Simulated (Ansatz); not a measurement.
AlAs (zincblende type), DFT, LDA, all-electron PAW with datasets made for the crystal, scalar-relativistic (Ansatz 0.2.0), on 1 thread of Intel(R) Xeon(R) Processor @ 2.50GHz (Skylake/Cascade Lake) (shared host).

Command: `ansatz run input.yaml --threads 1 --pin off --max-ram 2048MiB --backend cpu --events-out ev --progress --plain --runs-dir out`

```yaml
crystal:
  lattice:
    - [0.0, 2.305715012, 2.305715012]
    - [2.305715012, 0.0, 2.305715012]
    - [2.305715012, 2.305715012, 0.0]
  atoms:
    - { symbol: Al, position: [0.0, 0.0, 0.0] }
    - { symbol: As, position: [0.25, 0.25, 0.25] }
kpoints:
  mp_grid: { grid: [11, 11, 11] }
scf:
  occupations: { method: fermi_dirac, width: 0.08 }
hamiltonian:
  xc: lda
  pseudopotentials: { kind: all_electron, datasets: crystal }
output:
  forces: true
  stress: true
  eigenvalues: true
```

Task: How large is the problem that the program sets up?

Result: 56 irreducible k-points, 259 plane waves at Γ, 8 bands.

Task: About how long does it take?

Result: 15 s of wall time for 7 SCF iterations. Times on shared machines scatter by tens of per cent.
